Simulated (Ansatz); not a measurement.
# SrO (rocksalt): other levels of theory at one geometry

One table from this session's results is given with a row withheld; the runs are named, their logs left out.

Computed with Ansatz 0.2.0 (DFT at several levels, plane waves, PAW, unless a step's input says otherwise).

1 further run of the same task is left out (it didn't finish). Runs told in other sessions of the task aren't counted.

### Starting point

The structure is cubic, space group Fm-3m (No. 225). Conventional cell: a = 5.195 Å, b = 5.195 Å, c = 5.195 Å, α = 90.00°, β = 90.00°, γ = 90.00°. Sr (site symmetry m-3m) is surrounded by 6 O at 2.60 Å. Around O (site symmetry m-3m) lie 6 Sr at 2.60 Å.

As a file:

```
CELL_PARAMETERS angstrom
0.00000 2.59751 2.59751
2.59751 0.00000 2.59751
2.59751 2.59751 0.00000
ATOMIC_POSITIONS crystal
Sr 0.50000 0.50000 0.50000
O 0.00000 0.00000 0.00000
```

An earlier run at PBE left this cell at 17.526 Å³/atom and 0.00 GPa (12×12×12 mesh), mesh gap 3.33 eV.

Levels to run: PBE+SOC; r²SCAN; PBEsol; LDA; HSE06. Hardware: 2 threads of Arm Neoverse V1, shared host.

The first run:

input.yaml

```yaml
crystal:
  lattice:
    - [0.0, 2.5975128988, 2.5975128988]
    - [2.5975128988, 0.0, 2.5975128988]
    - [2.5975128988, 2.5975128988, 0.0]
  atoms:
    - { symbol: Sr, position: [0.5, 0.5, 0.5] }
    - { symbol: O, position: [0.0, 0.0, 0.0] }
basis:
  ecutwfc: 420
  ecutrho_ratio: 4
kpoints:
  mp_grid: { grid: [12, 12, 12] }
hamiltonian:
  xc: pbe
scf:
  occupations: { method: gaussian, width: 0.05 }
output:
  forces: true
  stress: true
  eigenvalues: true
  populations: true
  dos: { projected: true, de: 0.02 }
  write_density: true
  write_potential: true
  elf: true
  volumetric_format: npy
magnetization:
  noncollinear: true
  spin_orbit: true
```

Started as:

```console
ansatz run input.yaml --threads 2 --pin off --max-ram 2662MiB --backend cpu --events-out ev --progress --plain --runs-dir out
```

Among the steps run: PBE+SOC; r²SCAN; PBEsol; LDA; HSE06.

One table of the session follows, with a row left open; its other results are not shown here.

```
  level  gap on the mesh (eV)  pressure (GPa)
    PBE                  3.33             0.0
    LDA                     ?               ?
 PBEsol                  3.22            -3.6
PBE+SOC                  3.31             0.0
 r²SCAN                  3.81            -1.8
  HSE06                  4.80            -2.1
```

**Question.** Estimate the row for LDA.

**Answer.** gap on the mesh (eV): 3.18; pressure (GPa): -6.7. In the column «gap on the mesh (eV)» it is the lowest.

The pressure runs from -6.7 GPa (LDA) to 0.0 GPa (PBE); a negative pressure means that level wants a smaller cell, a positive one a larger cell. The gap is widest with HSE06 (4.80 eV) and narrowest with LDA (3.18 eV). Total energies of different levels have different zeros and can't be compared.

To keep in mind: Warnings in the runs' records: stress scf threshold loose, stress exchange threshold loose.
